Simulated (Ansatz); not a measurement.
The calculation used DFT PBE, scalar-relativistic, plane waves, PAW (Ansatz). All cells share a 420 eV cutoff and Γ-centred k meshes spaced at most about 0.3 Å⁻¹ (about 0.25 or finer for metals, 2π included). No spin polarisation.

Each guess is relaxed in cell and atoms at zero pressure, on a coarse mesh first where it starts far from rest and then on a converged one. The steps can't lower the symmetry of the start, but it can rise. Energies are static (0 K, no zero-point motion).

Two unrelaxed guesses for SbS4:

A.

```
CELL_PARAMETERS angstrom
-3.10306 3.10306 3.10306
3.10306 -3.10306 3.10306
3.10306 3.10306 -3.10306
ATOMIC_POSITIONS crystal
Sb 0.00000 0.00000 0.00000
S 0.50000 0.50000 0.50000
S 0.00000 0.00000 0.50000
S 0.00000 0.50000 0.00000
S 0.50000 0.00000 0.00000
```

B.

```
CELL_PARAMETERS angstrom
5.14169 0.00000 0.00000
0.00000 5.14169 0.00000
0.00000 0.00000 5.14169
ATOMIC_POSITIONS crystal
Sb 0.00000 0.00000 0.00000
S 0.25000 0.25000 0.25000
S 0.75000 0.75000 0.25000
S 0.25000 0.75000 0.75000
S 0.75000 0.25000 0.75000
```

Question: Where do they end, and which end is lower?

Answer: B ends lower, by 116 meV/atom. A: Im-3m at 23.9 Å³/atom → Im-3m at 23.6 Å³/atom; B: P-43m at 27.2 Å³/atom → P-43m at 22.8 Å³/atom. Counting S atoms around Sb (those within 1.25 times the shortest such distance or 1.15 times the sum of covalent radii), the end of A has Sb 8 and the end of B has Sb 4. End of A. Conventional cell: a = 6.181 Å. Around Sb lie 8 S at 2.68 Å; S is surrounded by 2 Sb at 2.68 Å and 6 S at 3.09 Å. End of B. Conventional cell: a = 4.851 Å. Sb is surrounded by 4 S at 2.40 Å; S has 1 Sb at 2.40 Å.

Ends held by symmetry can be saddle points. Even the lowest of the cells shown lies +0.66 eV/atom against the elements. No dispersion correction is applied, so the spacing and binding between layers, chains or molecules are poorly described (P-43m), and this can change margins and order among such cells. These runs have no spin–orbit coupling, which can matter for Sb. In P-43m, Im-3m an odd number of electrons in the primitive cell allows no gap without spin; a larger cell or a magnetic state could open one. Some candidate types were left out of the draw beforehand, so a known form may be missing.
